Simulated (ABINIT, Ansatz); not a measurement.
**Si2Mo: equilibrium volume by level of theory**

```cif
data_structure
_symmetry_space_group_name_H-M 'I4/mmm'
_symmetry_Int_Tables_number 139
_cell_length_a 3.2000
_cell_length_b 3.2000
_cell_length_c 7.8610
_cell_angle_alpha 90.000
_cell_angle_beta 90.000
_cell_angle_gamma 90.000
_cell_volume 80.50
loop_
_atom_site_label
_atom_site_type_symbol
_atom_site_symmetry_multiplicity
_atom_site_Wyckoff_symbol
_atom_site_fract_x
_atom_site_fract_y
_atom_site_fract_z
_atom_site_occupancy
Mo1 Mo 2 a 0.00000 0.00000 0.00000 1
Si1 Si 4 e 0.50000 0.50000 0.16700 1
```

```csv
rung,level,program and potentials,cutoff (eV),k mesh,smearing,core time,chip,equilibrium volume (Å³/atom),notes
LDA,LDA,"Ansatz, Ansatz PAW",420,12 × 12 × 12,fermi-dirac 0.05,11 s,Intel Xeon 6975P-C Granite Rapids,13.06,"potentials made for PBE, which Ansatz adapts in part"
GGA + dispersion,PBE+D3(BJ),"Ansatz, Ansatz PAW",420,12 × 12 × 12,fermi-dirac 0.05,11 s,Intel Xeon 6975P-C Granite Rapids,13.13,-
GGA + dispersion,PBE+D4,"Ansatz, Ansatz PAW",420,12 × 12 × 12,fermi-dirac 0.05,12 s,Intel Xeon 6975P-C Granite Rapids,13.19,-
GGA + dispersion,RPBE+D4,"Ansatz, Ansatz PAW",420,12 × 12 × 12,fermi-dirac 0.05,12 s,Intel Xeon 6975P-C Granite Rapids,12.97,"potentials made for PBE, which Ansatz adapts in part"
GGA + dispersion,PBEsol+D4,"Ansatz, Ansatz PAW",420,12 × 12 × 12,fermi-dirac 0.05,12 s,Intel Xeon 6975P-C Granite Rapids,13.05,"potentials made for PBE, which Ansatz adapts in part"
GGA + dispersion,RPBE+D3(BJ),"Ansatz, Ansatz PAW",420,12 × 12 × 12,fermi-dirac 0.05,13 s,Intel Xeon 6975P-C Granite Rapids,11.65,"potentials made for PBE, which Ansatz adapts in part"
GGA,PBE,"Ansatz, Ansatz PAW",420,12 × 12 × 12,fermi-dirac 0.05,14 s,Intel Xeon 6975P-C Granite Rapids,13.58,-
GGA + dispersion,PBEsol+D3(BJ),"Ansatz, Ansatz PAW",420,12 × 12 × 12,fermi-dirac 0.05,14 s,Intel Xeon 6975P-C Granite Rapids,12.88,"potentials made for PBE, which Ansatz adapts in part"
GGA,revPBE,"Ansatz, Ansatz PAW",420,12 × 12 × 12,fermi-dirac 0.05,16 s,Intel Xeon 6975P-C Granite Rapids,13.71,"potentials made for PBE, which Ansatz adapts in part"
GGA,rPW86-PBE,"Ansatz, Ansatz PAW",420,12 × 12 × 12,fermi-dirac 0.05,27 s,Arm Neoverse V1,13.89,"potentials made for PBE, which Ansatz adapts in part"
meta-GGA + dispersion,r2SCAN+D4,"Ansatz, Ansatz PAW",500,12 × 12 × 12,fermi-dirac 0.05,33 s,Intel Xeon 6975P-C Granite Rapids,13.24,"potentials made for PBE, which Ansatz adapts in part"
hybrid,HSE06,"Ansatz, Ansatz PAW",420,8 × 8 × 8,fermi-dirac 0.05,4.9 min,AMD EPYC 7R13 Zen 3,13.23,"potentials made for PBE, which Ansatz adapts in part"
hybrid,PBE0,"Ansatz, Ansatz PAW",420,8 × 8 × 8,fermi-dirac 0.05,5.4 min,AMD EPYC 7R13 Zen 3,13.21,"potentials made for PBE, which Ansatz adapts in part"
LDA,LDA,"ABINIT, JTH PAW LDA v2.0",408,12 × 12 × 12,fermi-dirac 0.05,9 min,Arm Neoverse V2,13.07,-
GGA,PBEsol,"ABINIT, JTH PAW PBE v2.0",408,12 × 12 × 12,fermi-dirac 0.05,11 min,Arm Neoverse V2,13.28,potentials made for PBE
```

Times are single runs on shared hosts and different chips, so they are rough; meshes, cutoffs and the tasks' sizes weigh on the time. Task: relaxation of cell and atoms. All rows: no spin polarisation. Smearing widths are in eV. For a metal such meshes aren't converged. Meshes differ between rows, which moves values too. Meshes are those of the run's cell of 3 atoms unless a note names another. Relaxations start from the cell shown or near it and stop with a little pressure left. Runs on faulty files, with rough fits or with known faults for this quantity aren't shown. No row holds spin-orbit coupling.

By rung: LDA 13.06 to 13.07; GGA + dispersion 11.65 to 13.19; GGA 13.28 to 13.89; meta-GGA + dispersion 13.24; hybrid 13.21 to 13.23 (Å³/atom).
